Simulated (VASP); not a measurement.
# Settings for BaS: relaxation of the atoms

BaS, slab, 8 atoms in the cell. PBE, relaxation of the atoms; PAW potentials Ba_sv, S (PBE set). VASP 6.6.1.

Wanted: energy within 1 meV/atom; two shortest distances of each atom within 0.01 Å.

POSCAR:
```
BaS
1.0
    4.5166445648      0.0000000000      0.0000000000
    0.0000000000      4.5166445648      0.0000000000
    0.0000000000      0.0000000000     24.5812500000
Ba S
4 4
Selective dynamics
Direct
    0.5000000000      0.5000000000      0.3051110000  F F F
    0.0000000000      0.0000000000      0.4350370000  F F F
    0.4917640000      0.5089140000      0.5659910000  T T T
    0.0045120000      0.0004360000      0.6964300000  T T T
    0.0000000000      0.0000000000      0.3051110000  F F F
    0.5000000000      0.5000000000      0.4350370000  F F F
   -0.0119940000     -0.0039450000      0.5649860000  T T T
    0.4957720000      0.5198500000      0.6977270000  T T T
```

The series start from Force threshold EDIFFG (eV/Å): -0.02; Electronic threshold EDIFF (eV): 1e-6; Relaxation method: conjugate gradient, POTIM 0.5; Mixing and least electronic steps: default. Each series keeps the choices made before it, and each single choice may use up half of a tolerance.

## Force threshold EDIFFG (eV/Å)

| Force threshold EDIFFG (eV/Å) | Energy less reference (meV/atom) | Two shortest distances of each atom, largest deviation (Å) | Time (s) |
|---|---|---|---|
| -0.1 | 0.5 | 0.015 | 31 |
| -0.05 | 0.2 | 0.006 | 44 |
| -0.03 | 0.2 | 0.012 | 48 |
| -0.02 | 0.1 | 0.006 | 78 |
| -0.01 | 0.0 | 0.002 | 98 |
| -0.005 | 0.0 | 0.001 | 120 |
| -0.002 (reference) | 0.0 | 0.000 | 160 |

Chosen: -0.01, the loosest value from which every tighter one stays within half of the tolerance.

## Electronic threshold EDIFF (eV)

| Electronic threshold EDIFF (eV) | Energy less reference (meV/atom) | Two shortest distances of each atom, largest deviation (Å) | Time (s) |
|---|---|---|---|
| 0.001 | 0.0 | 0.002 | 51 |
| 0.0001 | 0.0 | 0.001 | 71 |
| 1e-5 | 0.0 | 0.000 | 58 |
| 1e-6 | 0.0 | 0.000 | 98 |
| 1e-7 (reference) | 0.0 | 0.000 | 109 |

Chosen: 0.001.

## Relaxation method

| Relaxation method | Energy less reference (meV/atom) | Two shortest distances of each atom, largest deviation (Å) | Time (s) |
|---|---|---|---|
| conjugate gradient, POTIM 0.5 | 0.0 | 0.000 | 51 |
| conjugate gradient, POTIM 0.2 | 0.0 | 0.003 | 75 |
| conjugate gradient, POTIM 1.0 | 0.0 | 0.002 | 63 |
| quasi-Newton, POTIM 0.5 | 0.0 | 0.005 | 64 |
| quasi-Newton, POTIM 0.3, 10 steps kept | 0.0 | 0.005 | 74 |
| quasi-Newton, POTIM 0.5, at least 5 electronic steps | 0.0 | 0.003 | 95 |
| damped dynamics, POTIM 0.2, SMASS 0.4 | 0.0 | 0.002 | 58 |
| damped dynamics, POTIM 0.4, SMASS 0.8 | 0.0 | 0.003 | 47 |
| velocity quench, POTIM 0.1 | 0.0 | 0.003 | 42 |

Chosen: velocity quench, POTIM 0.1; it saves 9.0 s of 51, so conjugate gradient, POTIM 0.5 would do nearly as well.

## Mixing and least electronic steps

| Mixing and least electronic steps | Energy less reference (meV/atom) | Two shortest distances of each atom, largest deviation (Å) | SCF iterations | Time (s) |
|---|---|---|---|---|
| default | 0.0 | 0.000 | 44 | 42 |
| MAXMIX 40 | 0.0 | 0.001 | 46 | 45 |
| NELMIN 4 | 0.0 | 0.001 | 65 | 55 |
| NELMIN 4, MAXMIX 40 | 0.0 | 0.001 | 57 | 50 |
| ALGO Fast | 0.0 | 0.003 | 45 | 43 |

Chosen: default; no other choice that stays within half of the tolerance saves 30 % of the time.

## All choices together

| Input | Energy less reference (meV/atom) | Two shortest distances of each atom, largest deviation (Å) | Time (s) |
|---|---|---|---|
| program defaults (naive) | 0.1 | 0.013 | 47 |
| chosen settings | 0.1 | 0.003 | 42 |
| reference settings throughout | 0.0 | 0.000 | 185 |

The tolerance is met.

## The input

INCAR:
```
PREC = Normal ; ENCUT = 300
EDIFF = 0.001 ; ISMEAR = 1
SIGMA = 0.1 ; LREAL = False
LASPH = True ; NELM = 100
ALGO = Normal ; LWAVE = False
LCHARG = False ; IBRION = 3
NSW = 150 ; ISIF = 2
EDIFFG = -0.01 ; POTIM = 0.1
KPAR = 8
```

KPOINTS:
```
k-points
0
Gamma
  5 5 1
```

Commands:
```
cat potpaw_PBE.64/Ba_sv/POTCAR potpaw_PBE.64/S/POTCAR > POTCAR
mpirun -np 8 vasp_std > vasp.out
```

The chosen input took VASP 6.6.1 42 s on 8 cores (Intel Xeon Platinum 8488C (Sapphire Rapids)), a shared host.

## An input that fails: ionic step far too long

VASP's message: internal error in: us.F  at line: 1398 internal ERROR SETYLM_AUG: -23 9 297 17 -24 8 8 If you are not a developer, you should not encounter this problem. Please submit a bug report.

Changes against the starting input:
```
- NELM = 100
- IBRION = 2
- NSW = 150
- POTIM = 0.5
+ NELM = 60
+ IBRION = 3
+ NSW = 30
+ POTIM = 5.0
+ SMASS = 0.4
```
